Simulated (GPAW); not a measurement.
Runs of GPAW 26.7.0 on Tl. It takes space group P6_3/mmc (No. 194, hexagonal). Conventional cell: a = 3.456 Å, b = 3.456 Å, c = 5.525 Å, α = 90.00°, β = 90.00°, γ = 120.00°. Tl (site symmetry -6m2) is surrounded by 12 Tl at 3.41 to 3.46 Å. 

| task | level | potentials or basis | smearing | smearing order | band path | band points | fermi k mesh | gap on the mesh (eV) | pressure (GPa) |
| --- | --- | --- | --- | --- | --- | --- | --- | --- | --- |
| band structure | revPBE | the program's PAW data sets (release 1.2.1) made for this functional, pw | methfessel-paxton 0.2 eV | 1 | GMKGALHA,LM,KH | 100 | - | - | (a) |
| single point | PBE | GPAW PAW data sets (gpaw-data 1.2.1), pw | fermi-dirac 0.05 eV | - | - | - | - | none | 3.1 |
| single point | LDA | the program's PAW data sets (release 1.2.1) made for this functional, pw | gaussian 0.1 eV | - | - | - | - | none | -1.9 |
| Fermi surface | vdW-DF-cx | GPAW PAW data sets (gpaw-data 1.2.1), pw | fermi-dirac 0.05 eV | - | - | - | 14 × 14 × 8 | none | - |
| band structure | PBE+D3(BJ) | GPAW PAW data sets (gpaw-data 1.2.1), pw | methfessel-paxton 0.2 eV | 1 | GMKGALHA,LM,KH | 60 | - | - | 1.1 |

Alike in all rows: no spin polarisation; cell as given; k mesh 9 × 9 × 5; cutoff (eV) 600.

Task: Estimate the missing entries.

Result: (a) 4.5.

Caveats: this smearing can pin the Fermi level at a band edge (some runs); the PAW data sets were made with another functional, which shifts forces and pressure a little (some runs); pairwise dispersion overbinds metals, which lowers pressure and volume (some runs).

A k mesh can miss the band edges, and the runs leave out spin-orbit coupling on Tl.

A gap of «none» marks a metal or a gap under the smearing width.

Not every run made on this cell is shown here.
